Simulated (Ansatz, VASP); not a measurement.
One calculation of GaP, two programs

```
Ga P
1.0
     0.00000    2.62302    2.69415
     2.69415    0.00000    2.69415
     2.69415    2.62302    0.00000
Ga P
1 1
Direct
  0.00000 0.00000 0.00000
  0.75000 0.75000 0.75000
```

Alike in both runs: task single point; functional PBEsol; k mesh 10 × 10 × 10; occupations gaussian, width 0.05 eV; no spin polarisation.

|  | VASP | Ansatz |
| --- | --- | --- |
| version | VASP 6.6.1 | Ansatz 0.2.0 |
| potentials or method | VASP PAW PBE potentials, release 64 (Ga_d, P) | scalar-relativistic, plane waves, PAW |
| plane-wave cutoff (eV) | 520 | 420 |
| valence electrons in the cell | 18 | 18 |

```tsv
	VASP	Ansatz	Ansatz less VASP
gap on the k mesh at the Fermi level (eV)	1.11	1.11	-0.001
least direct gap on the mesh (eV)	2.15	2.14	-0.010
pressure (GPa)	5.1	5.2	+0.12
largest component of the traceless stress (GPa)	1.26	1.25	-0.006
```

The functional is the same, so the differences come from potentials, cutoffs and numerics. Ansatz warned: «pseudo_functional_mismatch».

Caveats: the PAW data sets were made with another functional, which shifts forces and pressure a little (VASP). A k mesh can miss the band edges.
